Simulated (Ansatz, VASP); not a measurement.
Two plane-wave programs on BaS

INCAR

```
ALGO = Normal
EDIFF = 1E-7
ENCUT = 520
GGA = PS
ISIF = 2
ISMEAR = 0
LASPH = True
LCHARG = True
LELF = True
LREAL = False
LVHAR = True
LWAVE = False
NBANDS = 15
NELM = 100
PREC = Accurate
SIGMA = 0.05
```

KPOINTS

```
k-points
0
Gamma
  8 8 8
```

File POSCAR:

```
BaS
1.0
    0.0000000000      3.1663007200      3.1663007200
    3.1663007200      0.0000000000      3.1663007200
    3.1663007200      3.1663007200      0.0000000000
Ba S
1 1
Direct
    0.0000000000      0.0000000000      0.0000000000
    0.5000000000      0.5000000000      0.5000000000
```

Input for Ansatz:

```yaml
crystal:
  lattice:
    - [0.0, 3.16630072, 3.16630072]
    - [3.16630072, 0.0, 3.16630072]
    - [3.16630072, 3.16630072, 0.0]
  atoms:
    - { symbol: Ba, position: [0.0, 0.0, 0.0] }
    - { symbol: S, position: [0.5, 0.5, 0.5] }
basis:
  ecutwfc: 420
kpoints:
  mp_grid: { grid: [8, 8, 8] }
hamiltonian:
  xc: pbesol
scf:
  occupations: { method: gaussian, width: 0.05 }
output:
  forces: true
  stress: true
  eigenvalues: true
```

Alike in both runs: task single point; functional PBEsol; k mesh 8 × 8 × 8; occupations gaussian, width 0.05 eV; no spin polarisation.

|  | VASP | Ansatz |
| --- | --- | --- |
| version | VASP 6.6.1 | Ansatz 0.2.0 |
| potentials or method | VASP PAW PBE potentials, release 64 (Ba_sv, S) | scalar-relativistic, plane waves, PAW |
| plane-wave cutoff (eV) | 520 | 420 |
| valence electrons in the cell | 16 | 16 |

```csv
,VASP,Ansatz,Ansatz less VASP
gap on the k mesh at the Fermi level (eV),1.93,2.04,+0.105
least direct gap on the mesh (eV),2.06,2.13,+0.070
pressure (GPa),0.7,0.0,-0.68
```

Caveats: the PAW data sets were made with another functional, which shifts forces and pressure a little (VASP); spin-orbit coupling is left out, which moves the levels of the heavy elements. PBEsol gaps usually lie below the measured ones, often by a third to a half. A k mesh can miss the band edges.
